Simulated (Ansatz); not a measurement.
An input for Ansatz 0.2.0 (Sb):

File run.py:

```python
import json

import ase.io
import numpy as np
from ase.calculators.calculator import CalculationFailed, Calculator
from ase.stress import full_3x3_to_voigt_6_stress
from ase.units import GPa
from ase.optimize import BFGS
from ase.filters import FrechetCellFilter

import ansatz as az

class AnsatzCalculator(Calculator):
    implemented_properties = ["energy", "free_energy", "forces", "stress", "magmom"]

    def calculate(self, atoms, properties, system_changes):
        super().calculate(atoms, properties, system_changes)
        structure = atoms.copy()
        structure.set_constraint()
        structure.set_momenta(None)
        structure.set_masses(None)
        outcome = (
            az.Crystal.from_ase(structure)
            .calculation()
            .basis(xc_grid=2)
            .kpoints(7, 7, 7)
            .functional("blyp")
            .pseudopotentials(kind="paw", core="large")
            .scf(tolerance=2e-10)
            .occupations(method="fixed")
            .forces()
            .stress()
            .run(threads=2)
        )
        if not outcome.report["converged"]:
            raise CalculationFailed("SCF not converged")
        report = outcome.report
        self.results = {
            "free_energy": report["lagrangian_ev"],
            "energy": report["lagrangian_ev"],
            "forces": np.array(report["forces_ev_ang"]),
            "stress": -GPa * full_3x3_to_voigt_6_stress(report["stress_gpa"]),
            "magmom": report["magnetization_mub"],
        }

np.set_printoptions(precision=5, suppress=True, linewidth=110)
atoms = ase.io.read("Sb.cif")
atoms.info.pop("occupancy", None)
atoms.calc = AnsatzCalculator()
BFGS(FrechetCellFilter(atoms)).run(fmax=0.01, steps=30)
print(f"final energy {atoms.get_potential_energy():.6f} eV, volume {atoms.get_volume() / len(atoms):.4f} A^3/atom")
print("stress (GPa)", atoms.get_stress() / GPa)
print("cell (A)", atoms.cell[:], "scaled positions", atoms.get_scaled_positions(wrap=False), sep="\n")
```

File Sb.cif:

```cif
data_Sb
_cell_length_a 3.16000000
_cell_length_b 3.16000000
_cell_length_c 3.16000000
_cell_angle_alpha 90.00000000
_cell_angle_beta 90.00000000
_cell_angle_gamma 90.00000000
_space_group_name_H-M_alt 'Pm-3m'
_space_group_name_Hall '-P 4 2 3'
_space_group_IT_number 221
loop_
_space_group_symop_operation_xyz
'x,y,z'
'-x,-y,-z'
'-y,x,z'
'y,-x,-z'
'-x,-y,z'
'x,y,-z'
'y,-x,z'
'-y,x,-z'
'x,-y,-z'
'-x,y,z'
'-y,-x,-z'
'y,x,z'
'-x,y,-z'
'x,-y,z'
'y,x,-z'
'-y,-x,z'
'z,x,y'
'-z,-x,-y'
'z,-y,x'
'-z,y,-x'
'z,-x,-y'
'-z,x,y'
'z,y,-x'
'-z,-y,x'
'-z,x,-y'
'z,-x,y'
'-z,-y,-x'
'z,y,x'
'-z,-x,y'
'z,x,-y'
'-z,y,x'
'z,-y,-x'
'y,z,x'
'-y,-z,-x'
'x,z,-y'
'-x,-z,y'
'-y,z,-x'
'y,-z,x'
'-x,z,y'
'x,-z,-y'
'-y,-z,x'
'y,z,-x'
'-x,-z,-y'
'x,z,y'
'y,-z,-x'
'-y,z,x'
'x,-z,y'
'-x,z,-y'
loop_
_atom_site_label
_atom_site_type_symbol
_atom_site_symmetry_multiplicity
_atom_site_Wyckoff_symbol
_atom_site_fract_x
_atom_site_fract_y
_atom_site_fract_z
_atom_site_occupancy
Sb1 Sb 1 a 0.0000000000 0.0000000000 0.0000000000 1
```

Potentials or basis: Ansatz PAW large core.

Command:

```bash
$ python run.py
```

Does this run start?

The run stopped without a result. It printed:

Output:

```text
Traceback (most recent call last):
  File "run.py", line 52, in <module>
  File "run.py", line 34, in calculate
  [frames inside libraries left out]
ansatz.RefusalError: inconsistent input (scf.occupations.method, magnetization): a σ = 0 step fill (method: fixed, or a smearing width below the step floor) cannot realise an odd electron count (15) without a locked total moment — the per-k integer fill puts the same N_el/2 bands in each spin channel; set magnetization.spin_polarized: true with magnetization.spin_locking.lock_magnetization: hard and an odd magnetization.initial_magnetization (the unpaired electron then fills one channel), or use a smearing method with a finite width, such as fermi_dirac
```
